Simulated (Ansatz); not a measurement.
# Localised basis functions on KS2O3 Cc (96 atoms)

Wanted: errors and times of a linear-scaling basis for KS2O3 Cc (96 atoms). A setting counts as converged where the r.m.s. difference of forces stays under 1 % of the r.m.s. force.

Calculated with Ansatz 0.2.0; Kohn-Sham DFT, PBE, PAW (set soft_2), plane waves.

## Step 1: The starting structure

The cell holds 96 atoms: 16 K, 32 S and 48 O. Its edges and angles: a = 22.093 Å, b = 8.000 Å, c = 10.109 Å, α = 90.0°, β = 102.2°, γ = 90.0°. It derives from KS2O3 (Cc), repeated 1×1×1. KS2O3, space group Cc, structure from the Crystallography Open Database, 1 x 1 x 1 conventional cells; every coordinate displaced by a Gaussian of 0.06 Å.

## Step 2: Plane-wave single point

The first run fixes the reference, at a cutoff of 420 eV.

input.yaml

```yaml
crystal:
  lattice:
    - [22.093, 0.0, 0.0]
    - [0.0, 8.0, 0.0]
    - [-2.1449, 0.0, 9.87883]
  atoms:
    - { symbol: K, position: [0.22108, 0.55777, 0.45237] }
    - { symbol: K, position: [0.2171, 0.42582, 0.9392] }
    - { symbol: K, position: [0.72188, 0.05863, 0.43318] }
    - { symbol: K, position: [0.72185, 0.91052, 0.93443] }
    - { symbol: K, position: [0.06165, 0.90242, 0.38905] }
    - { symbol: K, position: [0.06619, 0.0954, 0.89472] }
    - { symbol: K, position: [0.56511, 0.41359, 0.38118] }
    - { symbol: K, position: [0.56279, 0.58205, 0.87473] }
    - { symbol: K, position: [0.01408, 0.37558, 0.26403] }
    - { symbol: K, position: [0.01394, 0.61536, 0.77148] }
    - { symbol: K, position: [0.51567, 0.88479, 0.26424] }
    - { symbol: K, position: [0.51326, 0.12186, 0.75971] }
    - { symbol: K, position: [0.42246, 0.34853, 0.04818] }
    - { symbol: K, position: [0.42918, 0.65449, 0.55045] }
    - { symbol: K, position: [0.92605, 0.83067, 0.04683] }
    - { symbol: K, position: [0.92968, 0.16013, 0.55892] }
    - { symbol: S, position: [0.15761, 0.17289, 0.2097] }
    - { symbol: S, position: [0.16581, 0.81737, 0.70546] }
    - { symbol: S, position: [0.66555, 0.67519, 0.20085] }
    - { symbol: S, position: [0.6648, 0.31189, 0.70294] }
    - { symbol: S, position: [0.33489, 0.13185, 0.61387] }
    - { symbol: S, position: [0.34458, 0.87457, 0.10609] }
    - { symbol: S, position: [0.83721, 0.65368, 0.59952] }
    - { symbol: S, position: [0.83816, 0.35797, 0.10394] }
    - { symbol: S, position: [0.34631, 0.20361, 0.41683] }
    - { symbol: S, position: [0.34664, 0.78592, 0.90938] }
    - { symbol: S, position: [0.8471, 0.71227, 0.42183] }
    - { symbol: S, position: [0.85005, 0.28806, 0.92619] }
    - { symbol: S, position: [0.36093, 0.36502, 0.72594] }
    - { symbol: S, position: [0.35157, 0.64516, 0.21749] }
    - { symbol: S, position: [0.85517, 0.87344, 0.71043] }
    - { symbol: S, position: [0.85541, 0.14555, 0.2229] }
    - { symbol: S, position: [0.20593, 0.95174, 0.26335] }
    - { symbol: S, position: [0.21146, 0.03998, 0.77138] }
    - { symbol: S, position: [0.70573, 0.46013, 0.25383] }
    - { symbol: S, position: [0.70441, 0.55179, 0.76308] }
    - { symbol: S, position: [0.19078, 0.81688, 0.08991] }
    - { symbol: S, position: [0.18296, 0.18829, 0.58805] }
    - { symbol: S, position: [0.68213, 0.31208, 0.09311] }
    - { symbol: S, position: [0.67946, 0.67569, 0.58602] }
    - { symbol: S, position: [0.44522, 0.17322, 0.43115] }
    - { symbol: S, position: [0.44154, 0.82438, 0.92677] }
    - { symbol: S, position: [0.9422, 0.67664, 0.43257] }
    - { symbol: S, position: [0.94416, 0.34043, 0.9275] }
    - { symbol: S, position: [0.10243, 0.69907, 0.10246] }
    - { symbol: S, position: [0.10029, 0.3141, 0.60149] }
    - { symbol: S, position: [0.60156, 0.19641, 0.10202] }
    - { symbol: S, position: [0.59505, 0.81447, 0.59954] }
    - { symbol: O, position: [0.10303, 0.65892, 0.23685] }
    - { symbol: O, position: [0.10341, 0.35535, 0.74032] }
    - { symbol: O, position: [0.60212, 0.15431, 0.2444] }
    - { symbol: O, position: [0.602, 0.86475, 0.74276] }
    - { symbol: O, position: [0.20343, 0.29071, 0.29706] }
    - { symbol: O, position: [0.20471, 0.6996, 0.78734] }
    - { symbol: O, position: [0.70303, 0.78739, 0.28369] }
    - { symbol: O, position: [0.70581, 0.21811, 0.79451] }
    - { symbol: O, position: [0.47639, 0.29832, 0.52663] }
    - { symbol: O, position: [0.47353, 0.71406, 0.01551] }
    - { symbol: O, position: [0.97491, 0.80466, 0.53019] }
    - { symbol: O, position: [0.9761, 0.20582, 0.01614] }
    - { symbol: O, position: [0.10734, 0.55182, 0.01337] }
    - { symbol: O, position: [0.10024, 0.44741, 0.51021] }
    - { symbol: O, position: [0.60282, 0.05941, 0.01421] }
    - { symbol: O, position: [0.59925, 0.93835, 0.50448] }
    - { symbol: O, position: [0.10212, 0.16674, 0.231] }
    - { symbol: O, position: [0.10403, 0.82781, 0.73412] }
    - { symbol: O, position: [0.60314, 0.65967, 0.23785] }
    - { symbol: O, position: [0.6011, 0.32454, 0.72305] }
    - { symbol: O, position: [0.05047, 0.81811, 0.05091] }
    - { symbol: O, position: [0.05408, 0.17934, 0.55189] }
    - { symbol: O, position: [0.54807, 0.32314, 0.05067] }
    - { symbol: O, position: [0.55391, 0.68526, 0.54251] }
    - { symbol: O, position: [0.1607, 0.19596, 0.06717] }
    - { symbol: O, position: [0.15978, 0.79158, 0.55544] }
    - { symbol: O, position: [0.66352, 0.70318, 0.0703] }
    - { symbol: O, position: [0.66453, 0.30105, 0.57156] }
    - { symbol: O, position: [0.42598, 0.39707, 0.76519] }
    - { symbol: O, position: [0.42405, 0.61449, 0.27923] }
    [... 12 atom lines left out ...]
    - { symbol: O, position: [0.82601, 0.00323, 0.6342] }
    - { symbol: O, position: [0.82428, 0.00631, 0.13199] }
    - { symbol: O, position: [0.32172, 0.33187, 0.82855] }
    - { symbol: O, position: [0.32179, 0.66958, 0.33694] }
    - { symbol: O, position: [0.82527, 0.8229, 0.82492] }
    - { symbol: O, position: [0.82735, 0.18207, 0.33165] }
kpoints:
  mp_grid: { grid: [1, 2, 2] }
hamiltonian:
  xc: pbe
scf:
  occupations: { method: gaussian, width: 0.025 }
output:
  forces: true
  stress: true
  populations: intrinsic
  dos:
    method: { smearing: { sigma: 0.08 } }
    de: 0.1
    projected: { site_lists: { K: [K], O: [O], S: [S] } }
  eigenvalues: true
  write_density: true
  write_potential: true
  volumetric_format: npy
```

Command:

```
ansatz run input.yaml --threads 8 --pin off --max-ram 15872MiB --backend cpu --events-out ev --progress --plain --runs-dir out
```

What it wrote:

```text
Engine: ansatz 0.2.0, aarch64-unknown-linux-gnu
Pseudopotentials: kind: paw
Pseudopotential: K, paw, valence charge 9, recommended cutoff 420 eV (normal), K.paw.azcp
Pseudopotential: S, paw, valence charge 6, recommended cutoff 420 eV (normal), S.paw.azcp
Pseudopotential: O, paw, valence charge 6, recommended cutoff 420 eV (normal), O.paw.azcp
[... 5 lines on functional and potentials left out ...]
Crystal: 96 atoms, lattice volume = 1746.024 Å³
Basis set: ecut = 420 eV, 34169 PW (Γ), exchange–correlation on 300×108×144 points (8 copies of the dense FFT grid, shifted against one another)
Bands: 408, of which v1, the nominal top of the filled ones, is band 312 counted from 1 (311 counted from 0)
Symmetry: 1 space group operations
Space group: P1 (ITA 1), of the structure as read, at distance tolerance 1.2e-4 Å
k-points: 4
[... 7 lines on functional and potentials left out ...]
Initial density: superposition of atomic densities (neutral atoms: chi_scale 0, normalization atom), corrected by the library's trained network
Initial wavefunctions: pseudopotential atomic-orbital guess
Functional: x = pbe(κ = 0.804, μ = 0.219515), c = pbe(β = 0.066725)
SCF iter   1: F=—  HF=-80707.077134 eV  |F-HF|=—  |Δ(HF+E_count)|=         —  Δρ=4.33e-3  dr2=3.56e-1  ethr=1.77e-3  ⟨swp⟩=6.8  Hψ=7520  notcnv=0  defer=260
preconditioner: auto → Resta (q_TF=auto, 2.298 Å⁻¹)  ε∞=3.2  [insulator: Δε(μ)=2.761 eV  Ē_g=14.202 eV  σ=0.025 eV  W_gap=1.00  n_scr=348 (ndim 8)  ℏωp=21.1 eV  f_vac=0.137  D(μ)=0.00/eV (n_scr^D=0)  ε∞_Penn≈3.2]
SCF iter   2: F=—  HF=-80706.880564 eV  |F-HF|=—  |Δ(HF+E_count)|=   1.97e-1  Δρ=2.12e-3  dr2=7.69e-2  ethr=5.71e-5  ⟨swp⟩=2.0  Hψ=2546  notcnv=0  defer=354
SCF iter   3: F=—  HF=-80706.915455 eV  |F-HF|=—  |Δ(HF+E_count)|=   3.49e-2  Δρ=1.03e-3  dr2=2.43e-2  ethr=1.23e-5  ⟨swp⟩=2.0  Hψ=2472  notcnv=0  defer=354
SCF iter   4: F=—  HF=-80706.912180 eV  |F-HF|=—  |Δ(HF+E_count)|=   3.27e-3  Δρ=3.13e-4  dr2=3.05e-3  ethr=3.89e-6  ⟨swp⟩=2.0  Hψ=2346  notcnv=0  defer=354
SCF iter   5: F=—  HF=-80706.911635 eV  |F-HF|=—  |Δ(HF+E_count)|=   5.45e-4  Δρ=1.98e-4  dr2=7.75e-4  ethr=4.89e-7  ⟨swp⟩=2.2  Hψ=3013  notcnv=0  defer=352
SCF iter   6: F=—  HF=-80706.911563 eV  |F-HF|=—  |Δ(HF+E_count)|=   7.20e-5  Δρ=9.42e-5  dr2=1.54e-4  ethr=1.24e-7  ⟨swp⟩=2.0  Hψ=2444  notcnv=0  defer=352
SCF iter   7: F=—  HF=-80706.911562 eV  |F-HF|=—  |Δ(HF+E_count)|=   1.28e-6  Δρ=3.05e-5  dr2=1.58e-5  ethr=2.46e-8  ⟨swp⟩=2.0  Hψ=2404  notcnv=0  defer=352
SCF iter   8: F=—  HF=-80706.912055 eV  |F-HF|=—  |Δ(HF+E_count)|=   4.92e-4  Δρ=1.47e-5  dr2=3.43e-6  ethr=2.53e-9  ⟨swp⟩=2.0  Hψ=2492  notcnv=0  defer=352
SCF iter   9: F=—  HF=-80706.912055 eV  |F-HF|=—  |Δ(HF+E_count)|=   9.22e-7  Δρ=4.70e-6  dr2=3.89e-7  ethr=5.49e-10  ⟨swp⟩=2.0  Hψ=2444  notcnv=0  defer=352
SCF iter  10: F=-80706.912056 eV  HF=-80706.912056 eV  |F-HF|=8.41e-9  |Δ(HF+E_count)|=   2.84e-7  Δρ=2.16e-6  dr2=7.97e-8  ethr=1.60e-11  ⟨swp⟩=19.2  Hψ=14573  notcnv=0
SCF 1 converged in 10 iterations: F = -80706.912056 eV  dr2 = 7.97e-8
  greatest PAW one-centre occupation: 0.987 electrons in one spin orbital (limit 2), on the K atom at site 5 (counted from 0), in its partial waves of l = 0
SCF converged after 10 iterations
Free energy (F): -80706.912056 eV
Harris-Foulkes:  -80706.912056 eV  (|F-HF|=8.41e-9)
Internal energy: -80706.912056 eV  (E = F + TS)
E sigma→0 (E₀):  -80706.912056 eV
Fermi energy:    4.445545 eV
--- Per-component energies (eV) ---
  E_band       = -4037.476636
  E_kinetic    = 16188.150890
  E_local      = -42612.498149  (includes V_loc(G=0)·N_el)
  E_nonlocal   = 3404.616404
  E_hartree    = 15685.392125
  E_xc         = -8852.121862
  E_vxc        = -10010.203509  (∫ρ·V_xc dr)
  E_paw        = -39339.362757  (= ΣΔE_a)
  E_vpaw       = -2378.450279  (= ΣTr[D̂ρ^β])
  E_aug_tail   = 0.118245  (compensation charges beyond the density's cutoff)
  E_ewald      = -25181.206952
  E_smearing   = -0.000000  (= −TS)
  E_closure    = -0.000000  (closes the sum)
  Σ components = -80706.912056   (vs F -80706.912056, Δ=0.00e0)
--- Forces (eV/Å), atoms counted from 1 ---
  atom   1  K      0.19955894     0.02190117    -0.10074928
  atom   2  K      0.10428642    -0.03652577     0.12474375
  atom   3  K     -0.12781053     0.07506595    -0.03097391
  atom   4  K      0.22423064     0.24350543    -0.07485914
  atom   5  K      0.07922378     0.14236215     0.02139175
  atom   6  K     -0.03310102    -0.24006381    -0.32912117
  atom   7  K     -0.05515710     0.06947348    -0.00588340
  atom   8  K      0.10212680    -0.11491670     0.14909454
  atom   9  K     -0.20093003     0.12804589     0.04526095
  atom  10  K      0.14445408     0.19302752    -0.10041929
  atom  11  K     -0.11788391    -0.05164717    -0.17600230
  atom  12  K     -0.11820503    -0.13274059     0.24850481
  atom  13  K      0.16129810    -0.11568615     0.19528726
  atom  14  K     -0.19848097     0.00967007    -0.30728138
[...]
atom  95  O     -1.31194098    -0.12392826    -0.99261455
  atom  96  O     -2.95796585     1.27550327     3.46114128
  max |Σ_I F_I| component: 1.30e-4 eV/Å
--- Stress (GPa, compression-positive) ---
        6.084259      -0.202013      -0.616472
       -0.202013       5.125782      -1.698441
       -0.616472      -1.698441       8.879474
  P = ⅓ Tr σ = 6.6965 GPa (66.965 kbar)
--- Band table (eV) ---
  k-point 0: bands = ["-25.4213", "-25.3927", "-25.3874", "-25.3509", [... 392 levels ...], "11.3212", "11.3266", "11.3666", "11.3810", "11.4014", "11.4231", "11.4810", "11.4946", "11.5075", "11.5502", "11.5918", "11.6087"]
[...]
--- intrinsic populations: 96 sites ---
  site symbol       q [e]
     0      K      8.2082
     1      K      8.2053
     2      K      8.2037
[...]
95      O      6.9585
  spilling = -0.000000 (of n_electrons = 624.000000)
```

Run time: 85 s. Hardware: 8 threads of Arm Neoverse V2, shared host; peak memory 11 GiB.

In the SCF lines HF is the Harris–Foulkes energy and dr2 the Hartree energy of the density residual, in eV; the loop may stop once dr2 is under the threshold and the program's other checks hold. Hψ counts applications of the Hamiltonian.

Read from the output:

```
free energy                                      : -80706.9121 eV
free energy per atom                             : -840.6970 eV/atom
SCF cycles                                       : 10
pressure                                         : 6.697 GPa
r.m.s. force component                           : 2.799 eV/Å
longest force                                    : 18.88 eV/Å
Fermi energy                                     : 4.446 eV
gap (highest filled to lowest empty level) : 2.426 eV
```

The r.m.s. force component of 2.8 eV/Å sets the scale for the differences below.

## Step 3: Support functions low

The cell is solved in localised support functions. The level low gives here a grid of 120×48×60 points and a radius of 3.93 Å.

This step: Kohn-Sham DFT, PBE, PAW (set soft_2), localised support functions (low) (Ansatz 0.2.0).

input.yaml, the sections that differ from step 2:

```yaml
scf:
  occupations: { method: gaussian, width: 0.025 }
  eigensolver: { kind: { support_functions: { accuracy: low } } }
  max_iter: 150
output:
  forces: true
  eigenvalues: true
# crystal, kpoints, hamiltonian: as in step 2
```

What it wrote:

```text
Warning: scf.eigensolver.kind.support_functions: disabling space-group detection — the functions' gradient is summed over unrotated k-points, so no spatial operation reduces the k-mesh or symmetrises the density; time reversal is kept, so that k and −k are solved as one point where they differ and the mesh holds both, and exact exchange and, on two spinor components, a DFT+U term hold to it where the run has them: [...]
settings of this run that can trade accuracy for cost: scf.eigensolver.kind.support_functions; scf.eigensolver.kind.support_functions.accuracy: low [...]
[...]
Crystal: 96 atoms, lattice volume = 1746.024 Å³
Basis set: ecut = 420 eV, 34169 PW (Γ), exchange–correlation on 320×120×150 points (8 copies of the dense FFT grid, shifted against one another)
Bands: 375, of which v1, the nominal top of the filled ones, is band 312 counted from 1 (311 counted from 0)
Symmetry: 1 space group operations
k-points: 4
[...]
Eigensolver: Support functions (low, 120×48×60 points, laid for a spacing of at most 0.186952 Å, radius 3.930823 Å, 1 species' potentials softened for the grid, 3 wholly corrected for its errors in the mean over positions, 3 with the egg-box correction, energy correction by stochastic trace)
[...]
SCF iter   1: F=—  HF=-80685.436285 eV  |F-HF|=—  |Δ(HF+E_count)|=         —  Δρ=9.41e-2  dr2=2.12e2  ethr=1.00e-1
[...]
SCF iter  12: F=—  HF=-80707.291281 eV  |F-HF|=—  |Δ(HF+E_count)|=   3.62e-3  Δρ=2.57e-5  dr2=2.35e-5  ethr=1.10e-8  κ⁻¹=3.5e-5(r=7)
SCF iter  13: F=-80707.294159 eV  HF=-80707.294163 eV  |F-HF|=3.26e-6  |Δ(HF+E_count)|=   2.88e-3  Δρ=1.05e-5  dr2=5.45e-6  ethr=3.77e-9
SCF 1 converged in 13 iterations: F = -80707.329628 eV  dr2 = 5.45e-6
[...]
SCF converged after 13 iterations
Stability not checked: this state was not tested for a lower state beside it, because the mixer in use, unlike msr1, does not test its closes by its own steps (another_mixer; see scf.mixing.algorithm and scf.lower_state_search)
Free energy (F): -80707.329628 eV
[...]
Internal energy: -80707.329628 eV  (E = F + TS)
E sigma→0 (E₀):  -80707.329628 eV
Fermi energy:    4.444968 eV
[...]
Σ components = -80707.329628   (vs F -80707.329628, Δ=0.00e0)
--- Forces (eV/Å), atoms counted from 1 ---
  atom   1  K      0.19843181     0.02165119    -0.10051877
  atom   2  K      0.10368169    -0.03657622     0.12492905
  atom   3  K     -0.12829020     0.07459030    -0.03138460
  atom   4  K      0.22378206     0.24314518    -0.07454563
[...]
atom  96  O     -2.95440921     1.27552168     3.45618450
  max |Σ_I F_I| component: 2.83e-3 eV/Å
--- Band table (eV) ---
[...]
```

Wall time 1.8 min (8 threads); peak memory 4.3 GiB.

The program notes that the band table was not solved further than the SCF left it and it switched symmetry off.

Keys that differ from the reference: support_functions.accuracy = "low" and scf.max_iter = 150.

Forces differ from the reference by 3.9 meV/Å r.m.s., 0.14 % of their size, well within a tolerance of 1 %; the energy by -4.3 meV/atom.

## Step 4: Support functions medium

With localised support functions most steps grow linearly with size, though the diagonalisation grows faster unless the density matrix is cut; this run measures error and cost at this size. The level medium gives here a grid of 144×48×60 points and a radius of 3.93 Å. Besides, the program derives a nominal cutoff of 464 eV for this run, against the reference's 420.

This step: Kohn-Sham DFT, PBE, PAW (set soft_2), localised support functions (medium) (Ansatz 0.2.0).

input.yaml, the sections that differ from step 3:

```yaml
scf:
  occupations: { method: gaussian, width: 0.025 }
  eigensolver: { kind: { support_functions: { accuracy: medium } } }
  max_iter: 150
# crystal, kpoints, hamiltonian, output: as in step 3
```

What it wrote:

```text
[...]
Warning: basis.ecutwfc = 464 eV, auto-derived: no grid that the accuracy of the support functions lays serves the files at the lower one that their records recommend; a deck with other species or settings can derive another value
[...]
Crystal: 96 atoms, lattice volume = 1746.024 Å³
Basis set: ecut = 464 eV, 39643 PW (Γ), exchange–correlation on 360×120×150 points (8 copies of the dense FFT grid, shifted against one another)
Bands: 375, of which v1, the nominal top of the filled ones, is band 312 counted from 1 (311 counted from 0)
Symmetry: 1 space group operations
k-points: 4
[...]
Eigensolver: Support functions (medium, 144×48×60 points, laid for a spacing of at most 0.183426 Å, radius 3.930823 Å, 1 species' potentials softened for the grid, 3 wholly corrected for its errors in the mean over positions, 3 with the egg-box correction, energy correction by stochastic trace)
[...]
SCF iter   1: F=—  HF=-80685.473900 eV  |F-HF|=—  |Δ(HF+E_count)|=         —  Δρ=9.41e-2  dr2=2.12e2  ethr=1.00e-1
[...]
SCF iter  14: F=—  HF=-80707.297868 eV  |F-HF|=—  |Δ(HF+E_count)|=   2.34e-3  Δρ=7.44e-6  dr2=2.01e-6  ethr=8.54e-10  κ⁻¹=4.0e-5(r=7)
SCF iter  15: F=-80707.297868 eV  HF=-80707.297868 eV  |F-HF|=3.50e-7  |Δ(HF+E_count)|=   3.48e-7  Δρ=2.85e-6  dr2=5.98e-7  ethr=3.23e-10
SCF 1 converged in 15 iterations: F = -80707.330397 eV  dr2 = 5.98e-7
[...]
SCF converged after 15 iterations
[...]
Free energy (F): -80707.330397 eV
[...]
Internal energy: -80707.330397 eV  (E = F + TS)
E sigma→0 (E₀):  -80707.330397 eV
Fermi energy:    4.445381 eV
[...]
Σ components = -80707.330397   (vs F -80707.330397, Δ=0.00e0)
--- Forces (eV/Å), atoms counted from 1 ---
  atom   1  K      0.19874754     0.02136286    -0.10051849
  atom   2  K      0.10417476    -0.03641992     0.12519287
  atom   3  K     -0.12815054     0.07460297    -0.03125843
  atom   4  K      0.22371950     0.24348791    -0.07463996
[...]
atom  96  O     -2.95457478     1.27586850     3.45637359
  max |Σ_I F_I| component: 1.37e-3 eV/Å
--- Band table (eV) ---
[...]
```

It took 2 min on 8 threads; peak memory 4.7 GiB.

Keys that differ from the reference: support_functions.accuracy = "medium" and scf.max_iter = 150.

Forces differ from the reference by 3.8 meV/Å r.m.s., 0.13 % of their size, well within a tolerance of 1 %; the energy by -4.4 meV/atom. It took roughly 1.4 times the reference's time (one timing each, with unlike analyses asked), in 15 cycles against 10.

(Continued in part 2 of 2.)

[Long decimals in the printed logs are rounded to 6 places.]

[Logs are printed without paths, hosts, clocks, repeated set-up lines and the standing remarks that a program may print on its own settings, such as how far it seeks lower states.]

[Hosts, paths, dates, database ids (printed as entryN), source tags and the programs' standing remarks are cut or masked in the printed files.]
